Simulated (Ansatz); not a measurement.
## Ba, fcc: how the functional moves the structure

All rows: Ansatz, plane waves with scalar-relativistic PAW, 420 eV (500 eV for the SCAN forms), relaxed under each functional, no dispersion correction, no zero-point motion. B₀ comes from uniform scaling at fixed shape; a dash is a value not given.

```json
{"functional": "PBE", "V (Å³/atom)": "64.17", "cell": "a = 6.355 Å", "B₀ (GPa)": "8", "magnetic state": "spin not included", "ΔE to bcc (meV/atom)": "17"}
{"functional": "r²SCAN", "V (Å³/atom)": "66.97", "cell": "a = 6.446 Å", "B₀ (GPa)": "8", "magnetic state": "spin not included", "ΔE to bcc (meV/atom)": "34"}
{"functional": "PBEsol", "V (Å³/atom)": "58.50", "cell": "a = 6.162 Å", "B₀ (GPa)": "8", "magnetic state": "spin not included", "ΔE to bcc (meV/atom)": "17"}
{"functional": "revPBE", "V (Å³/atom)": "68.01", "cell": "a = 6.480 Å", "B₀ (GPa)": "8", "magnetic state": "spin not included", "ΔE to bcc (meV/atom)": "16"}
{"functional": "RPBE", "V (Å³/atom)": "69.30", "cell": "a = 6.520 Å", "B₀ (GPa)": "7", "magnetic state": "spin not included", "ΔE to bcc (meV/atom)": "16"}
{"functional": "BLYP", "V (Å³/atom)": "67.18", "cell": "a = 6.453 Å", "B₀ (GPa)": "8", "magnetic state": "spin not included", "ΔE to bcc (meV/atom)": "11"}
```

PBEsol gives the smallest volume and RPBE the largest.
